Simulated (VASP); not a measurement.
Wanted: the native input for a VASP 6.6.1 run.

- Task: electron localisation function
- Functional: PBE
- Potentials or basis: VASP PAW PBE potentials, release 64 (Al, O)
- Cutoff: 520 eV
- k mesh: 5 × 3 × 7
- Occupations: gaussian, width 0.02 eV
- Spin: no spin polarisation
- Further INCAR settings: ALGO = Normal; EDIFF = 1e-06

The structure of Al2O3 lies in POSCAR:

```
Al2O3
1.0
    4.6137770000      0.0000000000      0.0000000000
    0.0000000000      9.5632790000      0.0000000000
    0.0000000000      0.0000000000      3.1198620000
Al O
4 6
Direct
    0.9829750000      0.8245730000      0.0000000000
    0.0170250000      0.1754270000      0.0000000000
    0.4829750000      0.6754270000      0.5000000000
    0.5170250000      0.3245730000      0.5000000000
    0.5000000000      0.5000000000      0.5000000000
    0.1236350000      0.7530500000      0.5000000000
    0.3763650000      0.2530500000      0.0000000000
    0.6236350000      0.7469500000      0.0000000000
    0.0000000000      0.0000000000      0.0000000000
    0.8763650000      0.2469500000      0.5000000000
```

Measurements of this composition are mostly on another form, of space group No. 167.

These files were run (other wordings do the same):

INCAR

```
SYSTEM = Al2O3
  PREC = Accurate
  ENCUT = 520
  EDIFF = 1E-6
  ISMEAR = 0
  SIGMA = 0.02
  LREAL = .FALSE.
  LASPH = .TRUE.
  NELM = 60
  ALGO = Normal
  ISIF = 2
  LWAVE = .FALSE.
  LCHARG = .TRUE.
  GGA = PE
  LELF = .TRUE.
```

KPOINTS

```
Automatic mesh
0
G
  5 3 7
  0 0 0
```

Potentials or basis: VASP PAW PBE potentials, release 64 (Al, O).

Run with:

```bash
$ cat potpaw_PBE.64/Al/POTCAR potpaw_PBE.64/O/POTCAR > POTCAR
$ mpirun -np 1 vasp_std > vasp.out
```

It gave:

```json
{
 "Pressure": "-0.1 GPa",
 "Largest force": "0.191 eV/Å",
 "Band gap on the k mesh": "3.51 eV, direct"
}
```

Caveat: an odd mesh through Γ misses points on the zone boundary, where band edges often lie.

It took 64 s on 1 thread of Intel(R) Xeon(R) Platinum 8488C (Sapphire Rapids), on a shared host, peak memory 0.26 GiB.
